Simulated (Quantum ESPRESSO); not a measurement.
Runs of Quantum ESPRESSO 7.5 on Nb. It takes space group Fm-3m (No. 225, cubic). The conventional cell has a = 4.230 Å, b = 4.230 Å, c = 4.230 Å, α = 90.00°, β = 90.00°, γ = 90.00°. Nb (site symmetry m-3m) has 12 Nb at 2.99 Å as nearest neighbours. This isn't the form of Nb at room conditions, which is bcc.

```csv
task,level,cell,k mesh,smearing,ASE optimiser,rVV10 parameter b,q mesh,gap on the mesh (eV),pressure (GPa),relaxed volume (Å³/atom)
phonons,PBEsol,relaxed,11 × 11 × 11,gaussian 0.272 eV,-,-,-,none,0.0,-
relaxation of cell and atoms,PBEsol+rVV10,relaxed,11 × 11 × 11,fermi-dirac 0.05 eV,FIRE,6.3,-,none,-0.1,17.72
band structure,PBEsol,as given,11 × 11 × 11,fermi-dirac 0.05 eV,-,-,-,none,(b),-
phonons and electron-phonon coupling,PBEsol,relaxed,12 × 12 × 12,methfessel-paxton 0.272 eV,-,-,4 × 4 × 4,none,0.0,-
relaxation of cell and atoms,PBEsol+D3(BJ),relaxed,11 × 11 × 11,fermi-dirac 0.05 eV,LBFGS,-,-,none,0.0,17.48
relaxation of cell and atoms,PBEsol,relaxed,11 × 11 × 11,fermi-dirac 0.05 eV,LBFGS,-,-,none,0.1,(a)
relaxation of cell and atoms,PBEsol+D3,relaxed,11 × 11 × 11,fermi-dirac 0.05 eV,BFGS,-,-,none,0.2,17.63
```

Alike in all rows: potentials or basis GBRV 1.5 PBEsol; no spin polarisation; cutoff (eV) 612.

**Question.** Fill in the values left out.

**Answer.** (a) 18.02; (b) -7.9.

Caveats: pairwise dispersion overbinds metals, which lowers pressure and volume (some runs); the q point doesn't lie on the k mesh, which can shift a metal's frequencies strongly unless the mesh is converged (some runs); rVV10's parameter b was fitted to another functional (some runs); some modes are imaginary (some runs); λ from interpolated matrix elements is rough: modes that symmetry makes equal can differ by tens of percent (some runs).

A k mesh can miss the band edges, and the runs leave out spin-orbit coupling on Nb.

A gap of «none» marks a metal or a gap under the smearing width.

Not every run made on this cell is shown here.
